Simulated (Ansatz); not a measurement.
# ZnS: response to strain

Aim: deform ZnS (equal xx and yy strain of +1 %) and compute stress, forces and field gradients with LAPW, PAW and all-electron datasets made for the crystal.

Computed with Ansatz 0.2.0 (DFT PBEsol, scalar-relativistic, unless a step's input says otherwise).

## Step 1: The starting structure

The structure is hexagonal, space group P6_3mc (No. 186). The conventional cell has a = 3.811 Å, b = 3.811 Å, c = 6.234 Å, α = 90.00°, β = 90.00°, γ = 120.00°. Zn (site symmetry 3m) has 4 S at 2.31 to 2.40 Å as nearest neighbours. S (site symmetry 3m) has 4 Zn at 2.31 to 2.40 Å as nearest neighbours.

Structure file:

```xyz
4
Lattice="3.8110 0.0000 0.0000 -1.9055 3.3004 0.0000 0.0000 0.0000 6.2340" Properties=species:S:1:pos:R:3 pbc="T T T"
Zn    0.0000    2.2003    0.0000
Zn    1.9055    1.1001    3.1170
S     0.0000    2.2003    2.4001
S     1.9055    1.1001    5.5171
```

Atoms are numbered in the order of the input: Zn1, Zn2, S3, S4.

## Step 2: After the deformation

Space group P6_3mc before, P6_3mc after.

## Step 3: LAPW, all electrons

Input file input.yaml:

```yaml
crystal:
  lattice:
    - [3.8491087694, 0.0, 0.0]
    - [-1.9245543847, 3.3334259762, 0.0]
    - [0.0, 0.0, 6.234]
  atoms:
    - { symbol: Zn, position: [0.3333333333, 0.6666666667, 0.0] }
    - { symbol: Zn, position: [0.6666666667, 0.3333333333, 0.5] }
    - { symbol: S, position: [0.3333333333, 0.6666666667, 0.385] }
    - { symbol: S, position: [0.6666666667, 0.3333333333, 0.885] }
kpoints:
  mp_grid: { grid: [8, 8, 5] }
  band_path:
    path:
      - [0.0, 0.0, 0.0]
      - [0.5, 0.0, 0.0]
      - [0.3333333333, 0.3333333333, 0.0]
      - [0.0, 0.0, 0.0]
      - [0.0, 0.0, 0.5]
      - [0.5, 0.0, 0.5]
      - [0.3333333333, 0.3333333333, 0.5]
      - [0.0, 0.0, 0.5]
      - [0.5, 0.0, 0.5]
    npoints: 5
scf:
  occupations: { method: fermi_dirac, width: 0.03 }
hamiltonian:
  xc: pbesol
  pseudopotentials: { kind: all_electron, lapw: { basis_error: 0.001 } }
output:
  forces: true
  stress: true
  eigenvalues: true
```

On the command line:

```console
ansatz run input.yaml --threads 1 --pin off --max-ram 6144MiB --backend cpu --events-out ev --progress --plain --runs-dir out
```

Log, cut to the lines that bear on the results:

```text
LAPW: plane waves up to 8.605 Å⁻¹, error target 1.0e-3 eV per atom; small_component_spin mean_spin; S in spheres of 1.036 Å, 14 of its electrons in bands, Dirac shells []; Zn in spheres of 1.299 Å, 20 of its electrons in bands, Dirac shells []
[...]
Pseudopotentials: kind: all_electron
Pseudopotential: Zn, LAPW, valence charge 20, Koelling and Harmon's equation, gaussian nucleus
Pseudopotential: S, LAPW, valence charge 14, Koelling and Harmon's equation, gaussian nucleus
Functional definition: PBEsol
[...]
Crystal: 4 atoms, lattice volume = 79.987 Å³
Basis set: ecut = 282.1280024486221 eV, 845 PW (Γ), exchange–correlation at level 2
Bands: 41, of which v1, the nominal top of the filled ones, is band 34 counted from 1 (33 counted from 0)
Symmetry: 12 space group operations
Space group: P63mc (ITA 186), of the structure as read, at distance tolerance 4.3e-5 Å
k-points: 30 of 320 (time reversal used)
[...]
SCF iter   1: F=—  HF=-119364.923905 eV  |F-HF|=—  |Δ(HF+E_count)|=         —  Δρ=3.82e-2  dr2=1.88e0  ethr=2.75e-3  ⟨swp⟩=2.0  Hψ=8326  notcnv=0
[...]
the basis was enlarged: its passes take 3.6 MiB over the memory plan, 1 of 1 planned eigensolver slots
[...]
SCF iter   9: F=-119364.089385 eV  HF=-119364.089385 eV  |F-HF|=4.75e-8  |Δ(HF+E_count)|=   2.89e-7  Δρ=4.44e-6  dr2=2.10e-8  ethr=1.01e-9  ⟨swp⟩=3.0  Hψ=3624  notcnv=0
[...]
NSCF: frozen V_eff on 41 k-points
SCF converged after 9 iterations
Free energy (F): -119364.089385 eV
[...]
E sigma→0 (E₀):  -119364.089385 eV
Fermi energy:    8.049076 eV
[...]
--- Forces (eV/Å), atoms counted from 1 ---
  atom   1  Zn     0.00000000     0.00000000     0.24343304
  atom   2  Zn    -0.00000000    -0.00000000     0.24343304
  atom   3  S      0.00000000     0.00000000    -0.24343444
  atom   4  S     -0.00000000    -0.00000000    -0.24343444
[...]
--- Stress (GPa, compression-positive) ---
       -2.597648      -0.000000       0.000000
       -0.000000      -2.597648      -0.000000
        0.000000       0.000000      -2.989617
  P = ⅓ Tr σ = -2.7283 GPa (-27.283 kbar)
--- Band table (eV; the first three rows and the last of 30) ---
[...]
```

Run time: 38 s. Hardware: 1 thread of Intel Xeon Platinum 8488C (Sapphire Rapids), shared host; peak memory 0.43 GiB.

In short: pressure -2.73 GPa; gap 2.00 eV, direct at Γ; largest force 0.243 eV/Å.

## Step 4: Frozen-core PAW

Input file input.yaml:

```yaml
crystal:
  lattice:
    - [3.8491087694, 0.0, 0.0]
    - [-1.9245543847, 3.3334259762, 0.0]
    - [0.0, 0.0, 6.234]
  atoms:
    - { symbol: Zn, position: [0.3333333333, 0.6666666667, 0.0] }
    - { symbol: Zn, position: [0.6666666667, 0.3333333333, 0.5] }
    - { symbol: S, position: [0.3333333333, 0.6666666667, 0.385] }
    - { symbol: S, position: [0.6666666667, 0.3333333333, 0.885] }
kpoints:
  mp_grid: { grid: [8, 8, 5] }
scf:
  occupations: { method: fermi_dirac, width: 0.03 }
hamiltonian:
  xc: pbesol
  pseudopotentials: { kind: paw }
output:
  forces: true
  stress: true
  eigenvalues: true
  efg: { contact_densities: true }
```

On the command line:

```console
ansatz run input.yaml --threads 1 --pin off --max-ram 6144MiB --backend cpu --events-out ev --progress --plain --runs-dir out
```

Log:

```text
Engine: ansatz 0.2.0
Pseudopotentials: kind: paw
Pseudopotential: Zn, paw, valence charge 12, recommended cutoff 420 eV (normal)
Pseudopotential: S, paw, valence charge 6, recommended cutoff 420 eV (normal)
[... 1 set-up line as earlier in the session ...]
  exchange = pbesol_x
  correlation = pbesol_c
Crystal: 4 atoms, lattice volume = 79.987 Å³
Basis set: ecut = 420 eV, 1557 PW (Γ), exchange–correlation on 54×54×90 points (8 copies of the dense FFT grid, shifted against one another)
Bands: 22, of which v1, the nominal top of the filled ones, is band 18 counted from 1 (17 counted from 0)
[... 2 set-up lines as earlier in the session ...]
k-points: 30 of 320 (time reversal used)
Non-local potential: Zn, projectors of the file, l = 0: 2, l = 1: 2, l = 2: 3, l = 3: 1
Non-local potential: S, projectors of the file, l = 0: 2, l = 1: 2, l = 2: 2
PAW form: soft (Blöchl's): semilocal exchange-correlation on the pseudo side does not see the compensation charge
PAW frozen core: Zn, regenerated for the run's functional, and the local potential with it (the file was generated under x = pbe(κ = 0.804, μ = 0.2195149727645171), c = pbe(β = 0.06672455060314922))
PAW frozen core: S, regenerated for the run's functional, and the local potential with it (the file was generated under x = pbe(κ = 0.804, μ = 0.2195149727645171), c = pbe(β = 0.06672455060314922))
PAW one-centre angular grid: Zn, 590 points (default); XC on 64 Gauss nodes
PAW one-centre angular grid: S, 110 points (default); XC on 64 Gauss nodes
Initial density: superposition of atomic densities (neutral atoms: chi_scale 0, normalization atom), corrected by the library's trained network
Initial wavefunctions: pseudopotential atomic-orbital guess
Functional: x = pbesol(κ = 0.804, μ = 0.12345679012345678), c = pbesol(β = 0.046)
SCF iter   1: F=—  HF=-8334.834156 eV  |F-HF|=—  |Δ(HF+E_count)|=         —  Δρ=5.28e-3  dr2=2.64e-2  ethr=1.77e-3  ⟨swp⟩=5.9  Hψ=3126  notcnv=0
preconditioner: auto → Resta (q_TF=auto, 2.388 Å⁻¹)  ε∞=6.7  [insulator: Δε(μ)=1.949 eV  Ē_g=10.466 eV  σ=0.030 eV  W_gap=1.00  n_scr=22 (ndim 8)  ℏωp=24.9 eV  f_vac=0.043  D(μ)=0.00/eV (n_scr^D=0)  ε∞_Penn≈6.7]
SCF iter   2: F=—  HF=-8334.827885 eV  |F-HF|=—  |Δ(HF+E_count)|=   6.27e-3  Δρ=1.97e-3  dr2=5.40e-3  ethr=7.34e-5  ⟨swp⟩=2.7  Hψ=1502  notcnv=0
SCF iter   3: F=—  HF=-8334.826914 eV  |F-HF|=—  |Δ(HF+E_count)|=   9.71e-4  Δρ=1.45e-3  dr2=1.15e-3  ethr=1.50e-5  ⟨swp⟩=2.0  Hψ=1275  notcnv=0
SCF iter   4: F=—  HF=-8334.826475 eV  |F-HF|=—  |Δ(HF+E_count)|=   4.39e-4  Δρ=3.86e-4  dr2=1.25e-4  ethr=3.19e-6  ⟨swp⟩=2.1  Hψ=1043  notcnv=0
SCF iter   5: F=—  HF=-8334.826540 eV  |F-HF|=—  |Δ(HF+E_count)|=   6.54e-5  Δρ=8.58e-5  dr2=9.35e-6  ethr=3.46e-7  ⟨swp⟩=3.0  Hψ=1276  notcnv=0
SCF iter   6: F=—  HF=-8334.826527 eV  |F-HF|=—  |Δ(HF+E_count)|=   1.37e-5  Δρ=3.95e-5  dr2=1.11e-6  ethr=2.60e-8  ⟨swp⟩=2.0  Hψ=1200  notcnv=0
SCF iter   7: F=-8334.826528 eV  HF=-8334.826528 eV  |F-HF|=8.31e-8  |Δ(HF+E_count)|=   1.58e-6  Δρ=7.45e-6  dr2=5.39e-8  ethr=2.78e-10  ⟨swp⟩=3.4  Hψ=3078  notcnv=0
SCF 1 converged in 7 iterations: F = -8334.826528 eV  dr2 = 5.39e-8
SCF converged after 7 iterations
Free energy (F): -8334.826528 eV
Harris-Foulkes:  -8334.826528 eV  (|F-HF|=8.31e-8)
Internal energy: -8334.826528 eV  (E = F + TS)
E sigma→0 (E₀):  -8334.826528 eV
Fermi energy:    6.540557 eV
--- Per-component energies (eV) ---
  E_band       = 0.735385
  E_kinetic    = 475.277802
  E_local      = -4108.601449  (includes V_loc(G=0)·N_el)
  E_nonlocal   = 1288.515168
  E_hartree    = 1714.175726
  E_xc         = -463.028876
  E_vxc        = -279.066248  (∫ρ·V_xc dr)
  E_paw        = -4751.083908  (= ΣΔE_a)
  E_vpaw       = -803.749535  (= ΣTr[D̂ρ^β])
  E_aug_tail   = -0.000709  (compensation charges beyond the density's cutoff)
  E_ewald      = -2491.798890
  E_core_change = 1.718608  (= ΣΔE_core)
  E_smearing   = -0.000000  (= −TS)
  E_closure    = -0.000000  (closes the sum)
  Σ components = -8334.826528   (vs F -8334.826528, Δ=0.00e0)
--- Forces (eV/Å), atoms counted from 1 ---
  atom   1  Zn    -0.00000000    -0.00000000     0.24360890
  atom   2  Zn     0.00000000     0.00000000     0.24360890
  atom   3  S     -0.00000000    -0.00000000    -0.24359272
  atom   4  S      0.00000000     0.00000000    -0.24359272
  max |Σ_I F_I| component: 3.24e-5 eV/Å
--- Stress (GPa, compression-positive) ---
       -2.605419      -0.000000       0.000000
        0.000000      -2.605419      -0.000000
        0.000000       0.000000      -2.999091
  P = ⅓ Tr σ = -2.7366 GPa (-27.366 kbar)
--- PAW observables at the nuclei: V_zz in 10²¹ V/m², potentials from the cell's mean, atoms counted from 1 ---
  atom   1  Zn V_zz =    +1.360181   η = 0.0000   by run symmetry: allowed
            electrostatic potential = -3941.258240 V   contact ρ = 166267.065723 e/Å³
  atom   2  Zn V_zz =    +1.360181   η = 0.0000   by run symmetry: allowed
            electrostatic potential = -3941.258240 V   contact ρ = 166267.065723 e/Å³
  atom   3  S  V_zz =    -0.789682   η = 0.0000   by run symmetry: allowed
            electrostatic potential = -1632.605057 V   contact ρ = 19698.296543 e/Å³
  atom   4  S  V_zz =    -0.789682   η = 0.0000   by run symmetry: allowed
            electrostatic potential = -1632.605057 V   contact ρ = 19698.296543 e/Å³
--- Band table (eV; the first three rows and the last of 30) ---
  k-point 0: bands = ["-7.5570", "-6.6282", "-0.8107", "-0.8107", "-0.7484", "-0.7472", "-0.7472", "-0.3594", "-0.3594", "-0.2799", "-0.2799", "-0.1122", "0.3930", "4.6273", "4.6273", "5.4860", "5.4860", "5.5341", "7.5343", "8.2800", "11.6597", "11.6597"]
  k-point 1: bands = ["-7.4806", "-6.7321", "-0.8071", "-0.8071", "-0.7558", "-0.7558", "-0.7538", "-0.4341", "-0.3498", "-0.3498", "-0.2854", "-0.2854", "1.0352", "4.7033", "4.7033", "4.7479", "5.3971", "5.3971", "8.2055", "8.3907", "11.7118", "11.7118"]
  k-point 2: bands = ["-7.2702", "-6.9861", "-0.7953", "-0.7953", "-0.7757", "-0.7757", "-0.7482", "-0.6701", "-0.3267", "-0.3267", "-0.3021", "-0.3021", "2.1434", "3.4379", "4.9077", "4.9077", "5.1722", "5.1722", "8.6768", "8.8284", "11.7825", "11.9150"]
  k-point 29: bands = ["-6.4272", "-6.3836", "-0.6861", "-0.6418", "-0.6338", "-0.5709", "-0.4628", "-0.4626", "-0.3466", "-0.3434", "-0.0573", "-0.0156", "0.7419", "0.8678", "2.3811", "2.8666", "4.0793", "4.3126", "9.8460", "10.1684", "11.4376", "11.7854"]
```

Wall time 4.8 s (1 thread of Intel Xeon Platinum 8488C (Sapphire Rapids), shared host); peak memory 0.4 GiB.

Result: pressure -2.74 GPa; gap on the k mesh 2.00 eV; largest force 0.244 eV/Å; Vzz Zn1 1.36 (η = 0.00), S3 -0.79 (η = 0.00) (10²¹ V/m²).

## Step 5: All-electron PAW on datasets made for the crystal

input.yaml, as its differences from that of step 4:

```diff
@@ -16,3 +16,3 @@
   xc: pbesol
-  pseudopotentials: { kind: paw }
+  pseudopotentials: { kind: all_electron, datasets: crystal }
 output:
```

On the command line:

```console
ansatz run input.yaml --threads 1 --pin off --max-ram 6144MiB --backend cpu --events-out ev --progress --plain --runs-dir out
```

Log:

```text
hamiltonian.pseudopotentials.datasets: crystal makes datasets for this crystal and solves the spheres of its atoms anew in each pass: cutoff 280.0 eV, the density's 1120.0 eV; for an error of 0.50 meV an atom under PBE, 2.0 meV for the cell; an energy difference from a run of another recipe may be off by several times the error for the cell, under r2SCAN by more, where some 0.1 meV an atom stays at smaller errors; S in spheres of 1.058 Å, 6 of its electrons in bands; Zn in spheres of 1.270 Å, 12 of its electrons in bands, 8 on its site; only band paths and densities of states list, in semicore columns, the levels of the semicore shells that are solved separately: 3s of Zn, 3p of Zn
[... 2 set-up lines as earlier in the session ...]
Pseudopotential: Zn, paw, valence charge 20, recommended cutoff 280 eV (normal), Koelling and Harmon's equation, gaussian nucleus
Pseudopotential: S, paw, valence charge 6, recommended cutoff 280 eV (normal), Koelling and Harmon's equation, gaussian nucleus
[... 3 set-up lines as earlier in the session ...]
Crystal: 4 atoms, lattice volume = 79.987 Å³
Basis set: ecut = 280 eV, 845 PW (Γ), exchange–correlation on 48×48×72 points (8 copies of the dense FFT grid, shifted against one another)
Bands: 22, of which v1, the nominal top of the filled ones, is band 18 counted from 1 (17 counted from 0)
[... 2 set-up lines as earlier in the session ...]
k-points: 30 of 320 (time reversal used)
Non-local potential: Zn, projectors of the file, l = 0: 1, l = 1: 1, l = 2: 2
Non-local potential: S, projectors of the file, l = 0: 1, l = 1: 1, l = 2: 2
[... 1 set-up line as earlier in the session ...]
PAW one-centre angular grid: Zn, 590 points (default); XC on its mesh's 1897 points in the sphere
PAW one-centre angular grid: S, 110 points (default); XC on its mesh's 1901 points in the sphere
Initial density: superposition of atomic densities (neutral atoms: chi_scale 0, normalization atom)
[... 2 set-up lines as earlier in the session ...]
iter 1 solved again at ethr=6.60e-3 eV; its pass at ethr=1.00e-1 eV (dr2=2.38e0 eV) is discarded
SCF iter   1: F=—  HF=-119364.721468 eV  |F-HF|=—  |Δ(HF+E_count)|=         —  Δρ=4.16e-2  dr2=2.27e0  ethr=6.60e-3  ⟨swp⟩=3.0  Hψ=3374  notcnv=0
preconditioner: auto → Resta (q_TF=auto, 2.388 Å⁻¹)  ε∞=7.3  [insulator: Δε(μ)=2.242 eV  Ē_g=9.886 eV  σ=0.030 eV  W_gap=1.00  n_scr=22 (ndim 8)  ℏωp=24.9 eV  f_vac=0.010  D(μ)=0.00/eV (n_scr^D=0)  ε∞_Penn≈7.3]
SCF iter   2: F=—  HF=-119364.209118 eV  |F-HF|=—  |Δ(HF+E_count)|=   5.12e-1  Δρ=2.01e-2  dr2=3.98e-1  ethr=6.32e-3  ⟨swp⟩=3.1  Hψ=1526  notcnv=0  defer=1
SCF iter   3: F=—  HF=-119364.159771 eV  |F-HF|=—  |Δ(HF+E_count)|=   4.93e-2  Δρ=1.19e-2  dr2=1.17e-1  ethr=1.11e-3  ⟨swp⟩=3.4  Hψ=1865  notcnv=0  defer=3
iter 4 solved again at ethr=2.60e-5 eV; its pass at ethr=3.26e-4 eV (dr2=9.35e-3 eV) is discarded
SCF iter   4: F=—  HF=-119364.087662 eV  |F-HF|=—  |Δ(HF+E_count)|=   7.21e-2  Δρ=4.20e-3  dr2=9.36e-3  ethr=2.60e-5  ⟨swp⟩=2.1  Hψ=3389  notcnv=0  defer=4
SCF iter   5: F=—  HF=-119364.087267 eV  |F-HF|=—  |Δ(HF+E_count)|=   3.95e-4  Δρ=1.46e-3  dr2=1.52e-3  ethr=2.60e-5  ⟨swp⟩=2.1  Hψ=1322  notcnv=0  defer=2
SCF iter   6: F=—  HF=-119364.090717 eV  |F-HF|=—  |Δ(HF+E_count)|=   3.45e-3  Δρ=3.40e-4  dr2=1.26e-4  ethr=4.22e-6  ⟨swp⟩=3.1  Hψ=1547  notcnv=0  defer=2
SCF iter   7: F=—  HF=-119364.090776 eV  |F-HF|=—  |Δ(HF+E_count)|=   5.92e-5  Δρ=1.33e-4  dr2=2.37e-5  ethr=3.49e-7  ⟨swp⟩=3.0  Hψ=1582  notcnv=0
SCF iter   8: F=—  HF=-119364.090806 eV  |F-HF|=—  |Δ(HF+E_count)|=   2.96e-5  Δρ=4.45e-5  dr2=3.22e-6  ethr=6.57e-8  ⟨swp⟩=3.0  Hψ=1424  notcnv=0
SCF iter   9: F=—  HF=-119364.090810 eV  |F-HF|=—  |Δ(HF+E_count)|=   4.51e-6  Δρ=1.93e-5  dr2=2.94e-7  ethr=8.94e-9  ⟨swp⟩=3.0  Hψ=1702  notcnv=0
SCF iter  10: F=-119364.090810 eV  HF=-119364.090810 eV  |F-HF|=5.52e-9  |Δ(HF+E_count)|=   7.24e-8  Δρ=3.03e-6  dr2=1.24e-8  ethr=8.16e-10  ⟨swp⟩=3.0  Hψ=1649  notcnv=0
SCF 1 converged in 10 iterations: F = -119364.090807 eV  dr2 = 1.24e-8
  Residual-converged pass: ⟨swp⟩=3.6  Hψ=1603  notcnv=0  max |occ|·‖R‖ = 6.5e-6 eV (tolerance 6.7e-6 eV)  dr2=1.21e-8  dr2_onsite=8.34e-9  max |Δocc| = 3.4e-20
SCF converged after 10 iterations
Free energy (F): -119364.090807 eV
Harris-Foulkes:  -119364.090807 eV  (|F-HF|=5.52e-9)
Internal energy: -119364.090807 eV  (E = F + TS)
E sigma→0 (E₀):  -119364.090807 eV
Past the cutoff: the bands carry plane waves up to 1.75 times it, of which those up to 1.5 times it add -0.000278 eV an atom, each by itself; the spheres take 0.000323 eV an atom off the energy for waves past 1.75 times it
By the cutoff:   a pressure is off by up to 0.008 GPa (1.2 times the spheres' own share and the shells' term, over an atom's volume, and 0.004 GPa: a bound that held against runs at twice the plane waves)
Past the cutoffs: a stress includes 0.0023 GPa for waves and charges beyond them, in addition to the slope of what the spheres take
In the spheres:  the bands' charges fall short by 2.8e-6 e at most (sound up to 1e-3), those of shells solved beside the bands by 2.2e-8 e (sound up to 5e-4)
Fermi energy:    8.049022 eV
--- Per-component energies (eV) ---
  The terms above E_closure are by the made datasets' own strengths, without shells solved beside the bands.
--- Forces (eV/Å), atoms counted from 1 ---
  atom   1  Zn     0.00000000    -0.00000000     0.24345147
  atom   2  Zn    -0.00000000     0.00000000     0.24345147
  atom   3  S     -0.00000000    -0.00000000    -0.24345371
  atom   4  S      0.00000000     0.00000000    -0.24345371
  max |Σ_I F_I| component: 4.50e-6 eV/Å
--- Stress (GPa, compression-positive) ---
       -2.601480       0.000000       0.000000
        0.000000      -2.601480       0.000000
        0.000000      -0.000000      -2.993846
  P = ⅓ Tr σ = -2.7323 GPa (-27.323 kbar)
  It holds what live shells' own plane waves past their cutoff add
--- PAW observables at the nuclei: V_zz in 10²¹ V/m², potentials from the cell's mean, atoms counted from 1 ---
  atom   1  Zn V_zz =    +1.355002   η = 0.0000   by run symmetry: allowed
            electrostatic potential = -3939.574996 V   contact ρ = 166336.900632 e/Å³
  atom   2  Zn V_zz =    +1.355002   η = 0.0000   by run symmetry: allowed
            electrostatic potential = -3939.574996 V   contact ρ = 166336.900632 e/Å³
  atom   3  S  V_zz =    -0.781685   η = 0.0000   by run symmetry: allowed
            electrostatic potential = -1631.134480 V   contact ρ = 19716.229312 e/Å³
  atom   4  S  V_zz =    -0.781685   η = 0.0000   by run symmetry: allowed
            electrostatic potential = -1631.134480 V   contact ρ = 19716.229312 e/Å³
--- Band table (eV; the first three rows and the last of 30) ---
  k-point 0: bands = ["-6.0476", "-5.1195", "0.6968", "0.6968", "0.7592", "0.7602", "0.7602", "1.1477", "1.1477", "1.2273", "1.2273", "1.3958", "1.9024", "6.1350", "6.1350", "6.9926", "6.9926", "7.0410", "9.0444", "9.7900"]
  k-point 1: bands = ["-5.9712", "-5.2233", "0.7003", "0.7003", "0.7516", "0.7516", "0.7539", "1.0740", "1.1573", "1.1573", "1.2218", "1.2218", "2.5441", "6.2109", "6.2109", "6.2552", "6.9040", "6.9040", "9.7154", "9.9007"]
  k-point 2: bands = ["-5.7609", "-5.4770", "0.7121", "0.7121", "0.7317", "0.7317", "0.7596", "0.8378", "1.1805", "1.1805", "1.2051", "1.2051", "3.6517", "4.9458", "6.4150", "6.4150", "6.6792", "6.6792", "10.1870", "10.3386"]
  k-point 29: bands = ["-4.9186", "-4.8749", "0.8215", "0.8657", "0.8737", "0.9367", "1.0448", "1.0449", "1.1606", "1.1638", "1.4503", "1.4920", "2.2510", "2.3769", "3.8901", "4.3753", "5.5877", "5.8208", "11.3550", "11.6775"]
```

Wall time 14 s (1 thread of Intel Xeon Platinum 8488C (Sapphire Rapids), shared host); peak memory 0.66 GiB.

This run gives: pressure -2.73 GPa; gap on the k mesh 2.00 eV; largest force 0.243 eV/Å; Vzz Zn1 1.36 (η = 0.00), S3 -0.78 (η = 0.00) (10²¹ V/m²).

## Step 6: Side by side

Stress (GPa, compression positive):

| method | xx | yy | zz | yz | xz | xy |
| --- | --- | --- | --- | --- | --- | --- |
| LAPW | -2.60 | -2.60 | -2.99 | 0.00 | 0.00 | 0.00 |
| PAW | -2.61 | -2.61 | -3.00 | 0.00 | 0.00 | 0.00 |
| crystal datasets | -2.60 | -2.60 | -2.99 | 0.00 | 0.00 | 0.00 |

Forces (eV/Å):

| atom | LAPW x | LAPW y | LAPW z | PAW x | PAW y | PAW z | crystal datasets x | crystal datasets y | crystal datasets z |
| --- | --- | --- | --- | --- | --- | --- | --- | --- | --- |
| Zn1 | 0.000 | 0.000 | 0.243 | 0.000 | 0.000 | 0.244 | 0.000 | 0.000 | 0.243 |
| Zn2 | 0.000 | 0.000 | 0.243 | 0.000 | 0.000 | 0.244 | 0.000 | 0.000 | 0.243 |
| S3 | 0.000 | 0.000 | -0.243 | 0.000 | 0.000 | -0.244 | 0.000 | 0.000 | -0.243 |
| S4 | 0.000 | 0.000 | -0.243 | 0.000 | 0.000 | -0.244 | 0.000 | 0.000 | -0.243 |

| method | pressure (GPa) | gap on the k mesh (eV) | largest force (eV/Å) | Vzz Zn1 (10²¹ V/m²) | Vzz S3 (10²¹ V/m²) | SCF cycles, all passes |
| --- | --- | --- | --- | --- | --- | --- |
| LAPW | -2.73 | 2.00 | 0.243 | – | – | 9 |
| PAW | -2.74 | 2.00 | 0.244 | 1.36 | -0.79 | 7 |
| crystal datasets | -2.73 | 2.00 | 0.243 | 1.36 | -0.78 | 10 |

## Step 7: Results

```
                                 quantity                                              value
                                 pressure  LAPW -2.73, PAW -2.74, crystal datasets -2.73 GPa
largest shear or deviatoric stress (LAPW)                                           0.26 GPa
```

In words: The largest part of the stress beyond the pressure is 0.26 GPa in size, in the zz component; the atoms are carried along and not relaxed. No run of the undeformed cell stands beside it, so the pressure holds what the given cell had before the change. PAW: stress within 0.01 GPa of LAPW, forces within 1 meV/Å. Crystal datasets: stress within 0.01 GPa of LAPW, forces within 1 meV/Å.
